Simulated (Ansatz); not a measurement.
# Al2O3: the cost of one run

Method: DFT r2SCAN, scalar-relativistic, plane waves, PAW, in Ansatz 0.2.0.

1 further run of the same task is left out (set aside as unsound or not needed).

## Step 1: The structure to begin with

Symmetry: R-3c, No. 167, trigonal system. The conventional cell has a = 4.759 Å, b = 4.759 Å, c = 12.995 Å, α = 90.00°, β = 90.00°, γ = 120.00°. Around Al (site symmetry 3) lie 6 O at 1.86 to 1.97 Å. Around O (site symmetry 2) lie 4 Al at 1.86 to 1.97 Å.

Coordinates:

```cif
data_structure
_symmetry_space_group_name_H-M 'P 1'
_symmetry_Int_Tables_number 1
_cell_length_a 5.1296
_cell_length_b 5.1296
_cell_length_c 5.1296
_cell_angle_alpha 55.274
_cell_angle_beta 55.274
_cell_angle_gamma 55.274
_cell_volume 84.96
loop_
_atom_site_label
_atom_site_type_symbol
_atom_site_fract_x
_atom_site_fract_y
_atom_site_fract_z
_atom_site_occupancy
Al1 Al 0.35192 0.35192 0.35192 1
Al2 Al 0.14808 0.14808 0.14808 1
Al3 Al 0.64808 0.64808 0.64808 1
Al4 Al 0.85192 0.85192 0.85192 1
O1 O 0.55634 0.94366 0.25000 1
O2 O 0.25000 0.55634 0.94366 1
O3 O 0.94366 0.25000 0.55634 1
O4 O 0.44366 0.05634 0.75000 1
O5 O 0.75000 0.44366 0.05634 1
O6 O 0.05634 0.75000 0.44366 1
```

This cell was relaxed beforehand with the same method: volume 8.50 Å³/atom, gap on the mesh 7.14 eV.

## Step 2: Volume × 0.97

File input.yaml:

```yaml
crystal:
  lattice:
    - [2.3554320267, 1.3599093146, 4.2880003627]
    - [-2.3554320267, 1.3599093146, 4.2880003627]
    - [0.0, -2.7198186293, 4.2880003626]
  atoms:
    - { symbol: Al, position: [0.3519237653, 0.3519237653, 0.3519237653] }
    - { symbol: Al, position: [0.1480762347, 0.1480762347, 0.1480762347] }
    - { symbol: Al, position: [0.6480762347, 0.6480762347, 0.6480762347] }
    - { symbol: Al, position: [0.8519237653, 0.8519237653, 0.8519237653] }
    - { symbol: O, position: [0.5563371803, 0.9436628197, 0.25] }
    - { symbol: O, position: [0.25, 0.5563371803, 0.9436628197] }
    - { symbol: O, position: [0.9436628197, 0.25, 0.5563371803] }
    - { symbol: O, position: [0.4436628197, 0.0563371803, 0.75] }
    - { symbol: O, position: [0.75, 0.4436628197, 0.0563371803] }
    - { symbol: O, position: [0.0563371803, 0.75, 0.4436628197] }
basis:
  ecutwfc: 500
kpoints:
  mp_grid: { grid: [6, 6, 6] }
hamiltonian:
  xc: r2scan
scf:
  occupations: { method: gaussian, width: 0.02 }
output:
  forces: true
  stress: true
  eigenvalues: true
  write_density: true
  write_potential: true
  elf: true
  volumetric_format: npy
relax:
  adjacent_minimum: "off"
  f_tol: 0.01
  max_steps: 30
  cell: { stress_tol: 0.1, fix: [volume] }
```

On the command line:

```bash
$ ansatz run input.yaml --threads 2 --pin off --max-ram 5120MiB --backend cpu --events-out ev --progress --plain --runs-dir out
```

Q: Estimate wall time and peak memory on 2 threads of Arm Neoverse V2, shared host.

About 25 s, with a peak of 0.68 GiB.
